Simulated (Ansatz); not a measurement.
Crystal: Y.

```
Y
1.0
     3.64740    0.00000    0.00000
    -1.82370    3.15874    0.00000
     0.00000    0.00000    5.73060
Y
2
Direct
  0.66667 0.33333 0.75000
  0.33333 0.66667 0.25000
```

Base run:

- Program: Ansatz 0.2.0
- Functional: PBE
- Potentials or basis: Ansatz PAW
- Cutoff: 420 eV (not typed: the program's choice for these potentials)
- k mesh: 8 × 8 × 5
- Occupations: fermi-dirac, width 0.05 eV
- Spin: no spin polarisation

Its results: band gap on the k mesh none (metal or under the smearing width); pressure -0.1 GPa.

**Question.** After a change of settings the same cell gave: band gap on the k mesh none (metal or under the smearing width); pressure 0.9 GPa. Which change was it?
A. functional from PBE to PBEsol
B. functional from PBE to BLYP
C. functional from PBE to LDA

**Answer.** B.

BLYP binds less tightly than PBE, so the same cell stands under more pressure.

Caveats: the PAW data sets come from PBE, with cores solved anew for the run's functional, which leaves a small shift of forces and pressure (some runs).
